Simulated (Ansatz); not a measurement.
# TiO2: the cost of one run

Computed with Ansatz 0.2.0 (DFT PBE, scalar-relativistic, unless a step's input says otherwise).

**1. The starting structure**

It takes space group I4_1/amd (No. 141, tetragonal). Conventional cell: a = 3.785 Å, b = 3.785 Å, c = 9.514 Å, α = 90.00°, β = 90.00°, γ = 90.00°. Ti (site symmetry -4m2) is surrounded by 6 O at 1.94 to 1.97 Å. Around O (site symmetry 2mm) lie 3 Ti at 1.94 to 1.97 Å.

Coordinates:

```cif
data_structure
_symmetry_space_group_name_H-M 'I4_1/amd:1'
_symmetry_Int_Tables_number 141
_cell_length_a 3.7850
_cell_length_b 3.7850
_cell_length_c 9.5140
_cell_angle_alpha 90.000
_cell_angle_beta 90.000
_cell_angle_gamma 90.000
_cell_volume 136.30
loop_
_atom_site_label
_atom_site_type_symbol
_atom_site_symmetry_multiplicity
_atom_site_Wyckoff_symbol
_atom_site_fract_x
_atom_site_fract_y
_atom_site_fract_z
_atom_site_occupancy
Ti1 Ti 4 a 0.00000 0.00000 0.00000 1
O1 O 8 e 0.00000 0.00000 0.20660 1
```

The file gives the conventional cell by its symmetry; the runs use the cell typed in the input.

Atoms are numbered in the order of the input: Ti1, Ti2, O3, O4, O5, O6.

**2. After the deformation**

Space group I4_1/amd before, I4_1/amd after.

**3. All-electron LAPW**

File input.yaml:

```yaml
crystal:
  lattice:
    - [-1.911425, 1.911425, 4.757]
    - [1.911425, -1.911425, 4.757]
    - [1.911425, 1.911425, -4.757]
  atoms:
    - { symbol: Ti, position: [0.0, 0.0, 0.0] }
    - { symbol: Ti, position: [0.75, 0.25, 0.5] }
    - { symbol: O, position: [0.2066, 0.2066, 0.0] }
    - { symbol: O, position: [0.9566, 0.4566, 0.5] }
    - { symbol: O, position: [0.5434, 0.0434, 0.5] }
    - { symbol: O, position: [0.7934, 0.7934, 0.0] }
kpoints:
  mp_grid: { grid: [13, 13, 13] }
  band_path:
    path:
      - [0.0, 0.0, 0.0]
      - [0.0, 0.0, 0.5]
      - [0.25, 0.25, 0.25]
      - [0.0, 0.5, 0.0]
      - [0.0, 0.0, 0.0]
      - [0.5, 0.5, -0.5]
      - [0.2903634454, 0.7096365546, -0.2903634454]
      - [-0.2903634454, 0.2903634454, 0.2903634454]
      - [0.0, 0.0, 0.0]
    npoints: 5
scf:
  occupations: { method: fermi_dirac, width: 0.08 }
hamiltonian:
  xc: pbe
  pseudopotentials: { kind: all_electron, lapw: { basis_error: 0.001 } }
output:
  forces: true
  stress: true
  eigenvalues: true
```

Command:

```bash
$ ansatz run input.yaml --threads 2 --pin off --max-ram 6144MiB --backend cpu --events-out ev --progress --plain --runs-dir out
```

Q: Estimate wall time and peak memory on 2 threads of Arm Neoverse V1, shared host.

About 3.1 min, with a peak of 1.9 GiB.
